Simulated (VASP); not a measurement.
Crystal: TiAl.

```xyz
2
Lattice="3.1791 0.0000 0.0000 0.0000 3.1791 0.0000 0.0000 0.0000 3.1791" Properties=species:S:1:pos:R:3 pbc="T T T"
Ti    0.0000    0.0000    0.0000
Al    1.5895    1.5895    1.5895
```

The cell comes from a database or a generator and needn't be the stable form of this composition.

- Program: VASP 6.6.1
- Task: relaxation of cell and atoms
- Functional: PBEsol
- Potentials or basis: VASP PAW PBE potentials, release 64 (Ti_sv, Al)
- Cutoff: 600 eV
- k mesh: 6 × 6 × 6
- Occupations: gaussian, width 0.1 eV
- Spin: no spin polarisation

At the start: pressure -2.6 GPa; volume 16.06 Å³/atom.

Where does the relaxation end?

Over 3 steps the energy falls by 3.0 meV/atom and the volume is 15.70 Å³/atom (-2.3 %); space group Pm-3m (No. 221, to 0.05 Å).

The path:
| step | energy change (eV) | largest force (eV/Å) | pressure (GPa) | volume (Å³) |
| --- | --- | --- | --- | --- |
| 1 | 0.0000 | 0.0000 | -2.61 | 32.13 |
| 2 | -0.0034 | 0.0000 | 1.86 | 30.93 |
| 3 | -0.0061 | 0.0000 | 0.00 | 31.40 |

Final structure:
```cif
data_structure
_symmetry_space_group_name_H-M 'P 1'
_symmetry_Int_Tables_number 1
_cell_length_a 3.1548
_cell_length_b 3.1548
_cell_length_c 3.1548
_cell_angle_alpha 90.000
_cell_angle_beta 90.000
_cell_angle_gamma 90.000
_cell_volume 31.40
loop_
_atom_site_label
_atom_site_type_symbol
_atom_site_fract_x
_atom_site_fract_y
_atom_site_fract_z
_atom_site_occupancy
Ti1 Ti 0.00000 0.00000 0.00000 1
Al1 Al 0.50000 0.50000 0.50000 1
```

Caveat: the PAW data sets were made with another functional, which shifts forces and pressure a little.
